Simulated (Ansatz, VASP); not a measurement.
This is a calculation of KBr for VASP 6.6.1. 

INCAR

```
PREC = Accurate ; ENCUT = 600
EDIFF = 1E-6 ; ISMEAR = -1
SIGMA = 0.05 ; LREAL = False
LASPH = True ; NELM = 100
ALGO = Normal ; ISIF = 3
LWAVE = False ; LCHARG = False
GGA = B5 ; ALDAX = 1.0
AGGAX = 1.0 ; AGGAC = 1.0
ALDAC = 0.0 ; IBRION = 2
NSW = 40 ; EDIFFG = -0.005
```

Contents of KPOINTS:

```
regular mesh
0
Gamma
  7 7 7
```

POSCAR

```
KBr
1.0
    0.0000000000      3.3000000000      3.3000000000
    3.3000000000      0.0000000000      3.3000000000
    3.3000000000      3.3000000000      0.0000000000
Br K
1 1
Direct
    0.5000000000      0.5000000000      0.5000000000
    0.0000000000      0.0000000000      0.0000000000
```

Potentials or basis: VASP PAW PBE potentials, release 64 (Br, K_sv).

Launch:

```bash
$ cat potpaw_PBE.64/Br/POTCAR potpaw_PBE.64/K_sv/POTCAR > POTCAR
$ mpirun -np 1 vasp_std > vasp.out
```

Task: Set up the same calculation for Ansatz 0.2.0. Potentials or basis there: Ansatz PAW, cutoff 420 eV.

Result: As run (cutoffs and basis follow the program's own potentials, and thresholds, step limits or extra output files can differ):

Contents of input.yaml:

```yaml
crystal:
  lattice:
    - [0.0, 3.3, 3.3]
    - [3.3, 0.0, 3.3]
    - [3.3, 3.3, 0.0]
  atoms:
    - { symbol: Br, position: [0.5, 0.5, 0.5] }
    - { symbol: K, position: [0.0, 0.0, 0.0] }
hamiltonian:
  xc: blyp
  pseudopotentials: { kind: paw }
kpoints:
  mp_grid: { grid: [7, 7, 7] }
scf:
  occupations: { method: fermi_dirac, width: 0.05 }
output:
  forces: true
  stress: true
relax:
  f_tol: 0.01
  max_steps: 40
  cell: { stress_tol: 0.05 }
```

Potentials or basis: Ansatz PAW.

The run is started by

```bash
$ ansatz run input.yaml --threads 2 --pin off --max-ram 5632MiB --backend cpu --events-out ev --progress --plain --runs-dir out
```

Both were run:

|  | VASP | Ansatz |
| --- | --- | --- |
| Relaxed volume | 39.74 Å³/atom | 39.55 Å³/atom |
| Relaxed cell | a = 4.826 Å, b = 4.826 Å, c = 4.826 Å, α = 60.00°, β = 60.00°, γ = 60.00° | a = 4.819 Å, b = 4.819 Å, c = 4.819 Å, α = 60.00°, β = 60.00°, γ = 60.00° |
| Space group after relaxing | Fm-3m (No. 225) | Fm-3m (No. 225) |
| Pressure after relaxing | 0.0 GPa | 0.0 GPa |

Ansatz's pressure holds a Pulay term of +0.01 GPa for its cutoff of 420 eV, which the other run lacks.

VASP's potentials were made for PBE. Ansatz's potentials were made for PBE.

Where Ansatz's input types no cutoff or centring, it takes its own default and a Γ-centred mesh.

Pressure is positive in compression.
